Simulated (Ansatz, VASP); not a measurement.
# Al36N35 (V_N): VASP beside Ansatz, part 2 of 3

Aim: how closely do two programs agree when they are given the same cell, functional and k mesh? Of the first pair: The structure shown is the start of the Ansatz relaxation below; VASP solves that cell, so the two are compared at the walk's first step.

VASP 6.6.1 and Ansatz 0.2.0.

So far: The starting structure; Ansatz: relaxation, r2SCAN.

### 3. VASP: single point, r2SCAN, start cell, pair 1

Level of this step: r2SCAN, spin-polarised from a ferromagnetic start; plane waves and PAW (Al, N) (VASP).

The same cell, functional and mesh now go to VASP, with its own data sets.

Lines of VASP's logs that name or quote its potential files are left out, and so is its time.

File INCAR:

```
SYSTEM = Al36N35
PREC = Accurate
ENCUT = 580
EDIFF = 1E-06
NELM = 200
ISMEAR = 0
SIGMA = 0.01
LREAL = Auto
ALGO = Normal
METAGGA = R2SCAN
LASPH = .TRUE.
NELECT = 281
NBANDS = 192
ISPIN = 2
MAGMOM = -0 0 0 0 -0 0 0 0 0 0 -0 -0 -0 0.01 0 0 0 0.01 0 0 -0 0 0 0 -0 0 -0 0 -0 0.01 0 0 -0 -0 0 0 0.03 -0 0 -0 0.02 0 0 0 0 0 0 0 0.02 0.02 0 0.03 0.02 -0 0.03 0.02 0 0 0 0 -0 0 -0 0.02 0.02 0 0.03 0.03 0 0 -0
LORBIT = 11
LWAVE = .FALSE.
LCHARG = .FALSE.
ISIF = 2
ISYM = 0
NUPDOWN = 1
GGA_COMPAT = .FALSE.
LMIXTAU = .TRUE.
NCORE = 2
```

File POSCAR:

```
Al36N35
1.0
    9.3195655359      0.0000000860      0.0000000000
   -4.6597828424      8.0709804634      0.0000000000
    0.0000000000      0.0000000000      9.9564777190
Al N
36 35
Direct
    0.2269295950      0.1146757801      0.2465401992
    0.1137863727      0.2187540904      0.4990713724
    0.2180383156      0.1068295215      0.7465170123
    0.1062496983      0.2214779232      0.0022844706
    0.2203660623      0.4442451567      0.2448592835
    0.1127381989      0.5614579308      0.4987125106
    0.2282460841      0.4466532904      0.7505009513
    0.1118319086      0.5611900575      0.9988899971
    0.2252742718      0.7809092104      0.2537052833
    0.1099840671      0.8932473599      0.5013790158
    0.2245317044      0.7745669822      0.7473617890
    0.1099556795      0.8928171767      0.9970419540
    0.5536931820      0.1107235926      0.2448391960
    0.4406505392      0.2245655246      0.4996908686
    0.5501505987      0.1068218362      0.7515552398
    0.4390134904      0.2220425350      0.9991503301
    0.5608395958      0.4462985592      0.2470860750
    0.4411353786      0.5512336428      0.5030353245
    0.5504550660      0.4447258879      0.7485535759
    0.4428788890      0.5498476898      0.9980667140
    0.5550807533      0.7722139808      0.2500646383
    0.4491512812      0.8939667236      0.4975626060
    0.5569285387      0.7732568528      0.7500720848
    0.4493634808      0.8898486366      0.0023123922
    0.8872156192      0.1154300804      0.2499029346
    0.7733881814      0.2165368807      0.4982298098
    0.8873160141      0.1058874975      0.7470830760
    0.7790281124      0.2259670856      0.0035595199
    0.8926332943      0.4447978705      0.2458620477
    0.7805783653      0.5578998677      0.5039930929
    0.8942637081      0.4497334543      0.7501547446
    0.7784150947      0.5610198109      0.0009260585
    0.8885927156      0.7744534821      0.2455615398
    0.7826322330      0.8945651604      0.5002977097
    0.8900886045      0.7822495609      0.7529390625
    0.7782816136      0.8909180199      0.9948809488
    0.2262586456      0.1104382528      0.4432562523
    0.1054422607      0.2188213686      0.1923530644
    0.2264249714      0.1099049842      0.9424051622
    0.1149930727      0.2275879614      0.6926433418
    0.2194126950      0.4466190939      0.4433659297
    0.1088568962      0.5536225755      0.1857819655
    0.2245607013      0.4416521632      0.9432047422
    0.1143751941      0.5610920520      0.6926031670
    0.2189102821      0.7777398309      0.4364337593
    0.1109481409      0.8879874041      0.1854372653
    0.2242853507      0.7824240202      0.9437110457
    0.1055290222      0.8884153572      0.6905919135
    0.5575929062      0.1082820056      0.4434838428
    0.4432673199      0.2184942672      0.1864394269
    0.5520168772      0.1136766415      0.9411237854
    0.4418999079      0.2198458998      0.6948588844
    0.4474963686      0.5613205214      0.1885666852
    0.5526051203      0.4432074850      0.9448084218
    0.4408363714      0.5502403311      0.6879770330
    0.5530419549      0.7751521616      0.4359908315
    0.4494619929      0.8943698965      0.1894307458
    0.5545453465      0.7805942513      0.9365406385
    0.4490653686      0.8926017098      0.6873218816
    0.8938813012      0.1138991635      0.4374375279
    0.7802574548      0.2185529925      0.1901446529
    0.8933609785      0.1117940909      0.9372417901
    0.7828350915      0.2263369291      0.6928900154
    0.8904815421      0.4487769410      0.4368491672
    0.7729611336      0.5504870138      0.1923409115
    0.8898367626      0.4494720239      0.9378563648
    0.7757510001      0.5593207608      0.6888131720
    0.8904082359      0.7785514972      0.4355298251
    0.7719462680      0.8845553481      0.1914528465
    0.8862676354      0.7725998040      0.9376416302
    0.7768587724      0.8832457179      0.6893393621
```

File KPOINTS:

```
Points of the shifted mesh
1
Reciprocal
 0.2500000000  0.2500000000  0.2500000000 1
```

Potentials, in the order of the species: Al and N (PBE family, release 64).

Run with:

```
> mpirun -np 8 vasp_std
```

Numbers of over 12 decimals in the logs are rounded to 6 here.

Log:

```text
[banner, memory and clock lines left out]
running    8 mpi-ranks, on    1 nodes
[...]
|                                                                             |
|               ----> ADVICE to this user running VASP <----                  |
|                                                                             |
|     You enforced a specific xc type in the INCAR file but a different       |
|     [... a line on the potential file left out ...]
|     I HOPE YOU KNOW WHAT YOU ARE DOING!                                     |
|                                                                             |

 LDA part: xc-table for (None), standard interpolation
 POSCAR, INCAR and KPOINTS ok, starting setup
[...]
entering main loop
       N       E                     dE             d eps       ncg     rms          rms(c)
DAV:   1     0.111266397573E+04    0.11127E+04   -0.14349E+05   768   0.149E+03
DAV:   2    -0.695438222554E+03   -0.18081E+04   -0.17322E+04   944   0.298E+02
DAV:   3    -0.841613155167E+03   -0.14617E+03   -0.14497E+03   928   0.915E+01
DAV:   4    -0.843986592709E+03   -0.23734E+01   -0.23656E+01   928   0.122E+01
DAV:   5    -0.844029898904E+03   -0.43306E-01   -0.43266E-01   936   0.156E+00BRMIX: very serious problems
 the old and the new charge density differ
 old charge density:   283.00000 new  281.00000
    0.528E+01
DAV:   6    -0.716594176196E+03    0.12744E+03   -0.29170E+02   888   0.332E+01    0.237E+01
DAV:   7    -0.691013186133E+03    0.25581E+02   -0.14229E+01   896   0.104E+01    0.133E+01
DAV:   8    -0.716284116780E+03   -0.25271E+02   -0.88256E+00   816   0.972E+00    0.758E+00
DAV:   9    -0.683271404575E+03    0.33013E+02   -0.91855E+00   800   0.835E+00    0.222E+00
[...]
DAV:  27    -0.690458056412E+03   -0.50292E-05   -0.45174E-06   832   0.632E-03    0.698E-03
DAV:  28    -0.690458055270E+03    0.11427E-05   -0.59705E-07   432   0.213E-03    0.536E-03
DAV:  29    -0.690458054528E+03    0.74151E-06   -0.25811E-07   432   0.128E-03
   1 F= -.69045805E+03 E0= -.69045805E+03  d E =-.528628E-11  mag=     1.0000
```

OUTCAR, selected parts (step 3):

```text
  FREE ENERGIE OF THE ION-ELECTRON SYSTEM (eV)
  ---------------------------------------------------
  free  energy   TOTEN  =      -690.4580545283 eV

  energy  without entropy=     -690.4580545282  energy(sigma->0) =     -690.45805453

 magnetization (x)
# of ion       s       p       d       tot
------------------------------------------
    1       -0.000  -0.000   0.000  -0.001
    2       -0.000   0.000   0.000   0.000
    3       -0.000   0.001   0.000   0.000
    4       -0.000  -0.000   0.000  -0.001
    5       -0.000  -0.000   0.000  -0.001
    6       -0.000   0.001   0.000   0.000
    7       -0.000   0.000   0.000   0.000
    8       -0.001   0.000   0.000  -0.000
    9       -0.000   0.000   0.000  -0.000
   10       -0.000   0.001   0.000   0.001
   11       -0.001   0.001   0.000   0.000
   12       -0.001  -0.000   0.000  -0.001
   13       -0.000  -0.000   0.000  -0.000
[...]
--------------------------------------------------
tot          0.007   0.642   0.000   0.649
```

The cell is charged against a uniform background.

The run ends at a pressure of -4.06 GPa, with forces up to 2.6 eV/Å.

### 4. Differences

Known differences besides the potentials themselves: VASP starts from the moments at which Ansatz ended; VASP keeps PBE cores, Ansatz makes them for the functional; fixed occupations in Ansatz, narrow Gaussian smearing in VASP; the cutoff is 500 eV in Ansatz and 580 eV in VASP (PREC = Accurate, projectors in real space). Total energies have different zeros and are not compared.

Forces on 8 of the 71 atoms, those with the largest forces and the largest differences (eV/Å; atoms numbered as in POSCAR):

```csv
atom,"Ansatz x, y, z","VASP x, y, z"
Al14,"1.540, -1.519, 1.032","1.550, -1.487, 1.026"
Al17,"-1.435, -0.554, -1.644","-1.452, -0.566, -1.612"
Al18,"-1.537, 1.453, -0.731","-1.511, 1.440, -0.734"
Al25,"0.937, -1.768, -0.043","0.944, -1.776, -0.048"
N49,"-1.473, 1.619, -1.305","-1.469, 1.621, -1.313"
N50,"0.005, 1.364, 1.656","0.005, 1.358, 1.642"
N53,"0.374, -2.028, 0.750","0.363, -2.032, 0.738"
N65,"0.826, 0.410, 0.023","0.855, 0.429, 0.010"
```

The forces differ by 9.7 meV/Å r.m.s., which is 1.2 % of the r.m.s. force of 0.821 eV/Å (both taken over all components). Moments aren't recorded for both runs of this pair, so they may hold unlike magnetic states. The cell carries a charge of +2 e against a uniform background, so its pressure also hangs on how the neutralising background is counted, and in a defect's cell a gap may be the spacing between its levels.

### 5. Ansatz: relaxation, r2SCAN

This run makes the geometry at which the two programs are then compared.

The structure compared here is the end of the Ansatz relaxation.

File input.yaml:

```yaml
crystal:
  lattice:
    - [9.31956554, 9.0e-08, 0.0]
    - [-4.65978284, 8.07098046, 0.0]
    - [0.0, 0.0, 9.95647772]
  atoms:
    - { symbol: Al, position: [0.22222222, 0.11111111, 0.24960167] }
    - { symbol: Al, position: [0.11111111, 0.22222222, 0.49960167] }
    - { symbol: "N", position: [0.22222222, 0.11111111, 0.44039833] }
    - { symbol: "N", position: [0.11111111, 0.22222222, 0.19039833] }
    - { symbol: Al, position: [0.22222222, 0.11111111, 0.74960167] }
    - { symbol: Al, position: [0.11111111, 0.22222222, 0.99960167] }
    - { symbol: "N", position: [0.22222222, 0.11111111, 0.94039833] }
    - { symbol: "N", position: [0.11111111, 0.22222222, 0.69039833] }
    - { symbol: Al, position: [0.22222222, 0.44444444, 0.24960167] }
    - { symbol: Al, position: [0.11111111, 0.55555556, 0.49960167] }
    - { symbol: "N", position: [0.22222222, 0.44444444, 0.44039833] }
    - { symbol: "N", position: [0.11111111, 0.55555556, 0.19039833] }
    - { symbol: Al, position: [0.22222222, 0.44444444, 0.74960167] }
    - { symbol: Al, position: [0.11111111, 0.55555556, 0.99960167] }
    - { symbol: "N", position: [0.22222222, 0.44444444, 0.94039833] }
    - { symbol: "N", position: [0.11111111, 0.55555556, 0.69039833] }
    - { symbol: Al, position: [0.22222222, 0.77777778, 0.24960167] }
    - { symbol: Al, position: [0.11111111, 0.88888889, 0.49960167] }
    - { symbol: "N", position: [0.22222222, 0.77777778, 0.44039833] }
    - { symbol: "N", position: [0.11111111, 0.88888889, 0.19039833] }
    - { symbol: Al, position: [0.22222222, 0.77777778, 0.74960167] }
    - { symbol: Al, position: [0.11111111, 0.88888889, 0.99960167] }
    - { symbol: "N", position: [0.22222222, 0.77777778, 0.94039833] }
    - { symbol: "N", position: [0.11111111, 0.88888889, 0.69039833] }
    - { symbol: Al, position: [0.55555556, 0.11111111, 0.24960167] }
    - { symbol: Al, position: [0.44444444, 0.22222222, 0.49960167] }
    - { symbol: "N", position: [0.55555556, 0.11111111, 0.44039833] }
    - { symbol: "N", position: [0.44444444, 0.22222222, 0.19039833] }
    - { symbol: Al, position: [0.55555556, 0.11111111, 0.74960167] }
    - { symbol: Al, position: [0.44444444, 0.22222222, 0.99960167] }
    - { symbol: "N", position: [0.55555556, 0.11111111, 0.94039833] }
    - { symbol: "N", position: [0.44444444, 0.22222222, 0.69039833] }
    - { symbol: Al, position: [0.55555556, 0.44444444, 0.24960167] }
    - { symbol: Al, position: [0.44444444, 0.55555556, 0.49960167] }
    - { symbol: "N", position: [0.44444444, 0.55555556, 0.19039833] }
    - { symbol: Al, position: [0.55555556, 0.44444444, 0.74960167] }
    - { symbol: Al, position: [0.44444444, 0.55555556, 0.99960167] }
    - { symbol: "N", position: [0.55555556, 0.44444444, 0.94039833] }
    - { symbol: "N", position: [0.44444444, 0.55555556, 0.69039833] }
    - { symbol: Al, position: [0.55555556, 0.77777778, 0.24960167] }
    - { symbol: Al, position: [0.44444444, 0.88888889, 0.49960167] }
    - { symbol: "N", position: [0.55555556, 0.77777778, 0.44039833] }
    - { symbol: "N", position: [0.44444444, 0.88888889, 0.19039833] }
    - { symbol: Al, position: [0.55555556, 0.77777778, 0.74960167] }
    - { symbol: Al, position: [0.44444444, 0.88888889, 0.99960167] }
    - { symbol: "N", position: [0.55555556, 0.77777778, 0.94039833] }
    - { symbol: "N", position: [0.44444444, 0.88888889, 0.69039833] }
    - { symbol: Al, position: [0.88888889, 0.11111111, 0.24960167] }
    - { symbol: Al, position: [0.77777778, 0.22222222, 0.49960167] }
    - { symbol: "N", position: [0.88888889, 0.11111111, 0.44039833] }
    - { symbol: "N", position: [0.77777778, 0.22222222, 0.19039833] }
    - { symbol: Al, position: [0.88888889, 0.11111111, 0.74960167] }
    - { symbol: Al, position: [0.77777778, 0.22222222, 0.99960167] }
    - { symbol: "N", position: [0.88888889, 0.11111111, 0.94039833] }
    - { symbol: "N", position: [0.77777778, 0.22222222, 0.69039833] }
    - { symbol: Al, position: [0.88888889, 0.44444444, 0.24960167] }
    - { symbol: Al, position: [0.77777778, 0.55555556, 0.49960167] }
    - { symbol: "N", position: [0.88888889, 0.44444444, 0.44039833] }
    - { symbol: "N", position: [0.77777778, 0.55555556, 0.19039833] }
    - { symbol: Al, position: [0.88888889, 0.44444444, 0.74960167] }
    - { symbol: Al, position: [0.77777778, 0.55555556, 0.99960167] }
    - { symbol: "N", position: [0.88888889, 0.44444444, 0.94039833] }
    - { symbol: "N", position: [0.77777778, 0.55555556, 0.69039833] }
    - { symbol: Al, position: [0.88888889, 0.77777778, 0.24960167] }
    - { symbol: Al, position: [0.77777778, 0.88888889, 0.49960167] }
    - { symbol: "N", position: [0.88888889, 0.77777778, 0.44039833] }
    - { symbol: "N", position: [0.77777778, 0.88888889, 0.19039833] }
    - { symbol: Al, position: [0.88888889, 0.77777778, 0.74960167] }
    - { symbol: Al, position: [0.77777778, 0.88888889, 0.99960167] }
    - { symbol: "N", position: [0.88888889, 0.77777778, 0.94039833] }
    - { symbol: "N", position: [0.77777778, 0.88888889, 0.69039833] }
  host:
    repeats: [3, 3, 2]
    atoms:
      - { symbol: Al, position: [0.66666667, 0.33333333, 0.49920333] }
      - { symbol: Al, position: [0.33333333, 0.66666667, 0.99920333] }
      - { symbol: "N", position: [0.66666667, 0.33333333, 0.88079667] }
      - { symbol: "N", position: [0.33333333, 0.66666667, 0.38079667] }
total_charge: 2
basis:
  ecutwfc: 500
  xc_grid: 2
hamiltonian:
  xc: r2scan
  pseudopotentials: { kind: paw, azcp: { folder: soft_1 } }
kpoints:
  mp_grid: { grid: [1, 1, 1], shift: [0.25, 0.25, 0.25] }
magnetization:
  spin_polarized: true
  initial_magnetization: 1
  spin_locking: { lock_magnetization: hard }
scf:
  occupations: { method: fixed }
  max_iter: 60
output:
  forces: true
  charged_corrections:
    epsilon: [4.49, 4.49, 4.72]
    static_epsilon: [8.15, 8.15, 9.65]
    defect_position: [0.555556, 0.444444, 0.440398]
relax:
  f_tol: 0.02
  max_steps: 80
  random_displacement: { amplitude: 0.05, seed: 6719 }
checkpoint:
  write: "../qp2_M1.relax.run"
  compress: false
  write_wavefunctions: true
  write_every: 100000
```

Run with:

```
> ansatz run input.yaml --threads 4 --pin off --max-ram 7536MiB --backend cpu --events-out ev --progress --plain --runs-dir out
```

Log:

```text
[...]
Crystal: 71 atoms, lattice volume = 748.907 Å³
Basis set: ecut = 500 eV, 18913 PW (Γ), exchange–correlation on 144×144×150 points (8 copies of the dense FFT grid, shifted against one another)
Bands: 212, of which v1, the nominal top of the filled ones, is band 141 counted from 1 (140 counted from 0)
Symmetry: 1 space group operations
k-points: 1
[...]
Starting moments: Σ|m| = 1 μB on 71 of 71 sites
[...]
- { symbol: Al, position: [0.111524, 0.556500, 0.999850] }
    - { symbol: N, position: [0.221268, 0.444693, 0.940055] }
    - { symbol: N, position: [0.111406, 0.555692, 0.689168] }
[...]
- { symbol: Al, position: [0.889587, 0.779770, 0.248241] }
    - { symbol: Al, position: [0.778807, 0.890762, 0.500505] }
    - { symbol: N, position: [0.888093, 0.777992, 0.439593] }
    - { symbol: N, position: [0.778069, 0.888995, 0.190316] }
    - { symbol: Al, position: [0.890207, 0.781227, 0.750853] }
    - { symbol: Al, position: [0.778373, 0.890186, 0.999705] }
    - { symbol: N, position: [0.889541, 0.779299, 0.940103] }
    - { symbol: N, position: [0.778226, 0.889345, 0.690004] }
```

(Part 2 of 3 ends here.)

[Lines on the potential files, build, host, timing and source positions are cut from VASP's logs without a mark.]

[Logs are printed without paths, hosts, clocks, repeated set-up lines and the standing remarks that a program may print on its own settings, such as how far it seeks lower states.]

[Hosts, paths, dates, database ids (printed as entryN), source tags and the programs' standing remarks are cut or masked in the printed files.]
